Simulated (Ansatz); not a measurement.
A run of Ansatz 0.2.0 is set up as follows.

File input.yaml:

```yaml
crystal:
  lattice:
    - [1.488052925, -2.59468961, 0.0]
    - [1.488052925, 2.59468961, 0.0]
    - [0.0, 0.0, 4.72759579]
  atoms:
    - { symbol: Ge, position: [0.33344663, 0.66655337, 0.25] }
    - { symbol: Ge, position: [0.66655337, 0.33344663, 0.75] }
kpoints:
  mp_grid: { grid: [10, 10, 6] }
scf:
  occupations: { method: gaussian, width: 0.05 }
hamiltonian:
  xc: pbe
  pseudopotentials: { kind: all_electron, lapw: { basis_error: 0.001 } }
output:
  forces: true
  stress: true
  eigenvalues: true
```

Potentials or basis: all-electron LAPW, scalar-relativistic.

Command:

```bash
$ ansatz run input.yaml --threads 1 --pin off --max-ram 3072MiB --backend cpu --events-out ev --progress --plain --runs-dir out
```

Question: What does it give for the band gap on the k mesh?

Answer: None (metal or under the smearing width).

Question: What does it give for the pressure?

Answer: 4.4 GPa.

Stress tensor (GPa, compression positive):
```
3.25 0.00 0.00
0.00 4.09 0.00
0.00 0.00 5.77
```
